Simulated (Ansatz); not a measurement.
# W: a sweep of the PAW cutoff

The task here is to estimate one member of a computed series from the others.

Computed with Ansatz 0.2.0 (DFT, PBE, PAW with Ansatz's default frozen-core files, scalar-relativistic, unless a step's input says otherwise).

### The starting structure

The structure is cubic, space group Fm-3m (No. 225). The conventional cell has a = 4.060 Å, b = 4.060 Å, c = 4.060 Å, α = 90.00°, β = 90.00°, γ = 90.00°. W (site symmetry m-3m) has 12 W at 2.87 Å as nearest neighbours.

Coordinates:

```
CELL_PARAMETERS angstrom
0.00000 2.03000 2.03000
2.03000 0.00000 2.03000
2.03000 2.03000 0.00000
ATOMIC_POSITIONS crystal
W 0.00000 0.00000 0.00000
```

The geometry is a database entry used as it stands. It may stem from high pressure or temperature, or be incomplete, so it serves as a test cell.

Set-up of the first run:

Input file input.yaml:

```yaml
crystal:
  lattice:
    - [0.0, 2.03, 2.03]
    - [2.03, 0.0, 2.03]
    - [2.03, 2.03, 0.0]
  atoms:
    - { symbol: W, position: [0.0, 0.0, 0.0] }
kpoints:
  mp_grid: { grid: [14, 14, 14] }
scf:
  occupations: { method: fermi_dirac, width: 0.05 }
hamiltonian:
  xc: pbe
  pseudopotentials: { kind: paw }
output:
  forces: true
  stress: true
  eigenvalues: true
  efg: { contact_densities: true }
basis:
  ecutwfc: 150
```

Among the steps run: With PAW files, cutoff 150 eV; With PAW files, cutoff 300 eV; With PAW files, cutoff 350 eV; With PAW files, cutoff 500 eV; With PAW files, cutoff 600 eV.

One of the session's tables, all rows but one given; the rest of the session is left out.

```
cutoff (eV)  pressure (GPa)
        150          -58.45
        300               ?
        350           -4.67
        500           -4.67
        600           -4.67
```

Q: Estimate the row for cutoff (eV) = 300 from the others.

Worked estimate for «pressure (GPa)». A straight line through the neighbours (150, -58.45) and (350, -4.67) gives -58.45 + (-4.67 + 58.45) × (300 − 150) / (350 − 150) = -18.12; a parabola fitted to 3 rows on both sides gives -12.35.

As computed: pressure (GPa): -4.79. In «pressure (GPa)» the line misses by -13.33 and the parabola by -7.56.

Energies are those extrapolated to zero smearing.

To keep in mind: Warnings in the runs' records: gradients without spin orbit, cutoff below recommended.
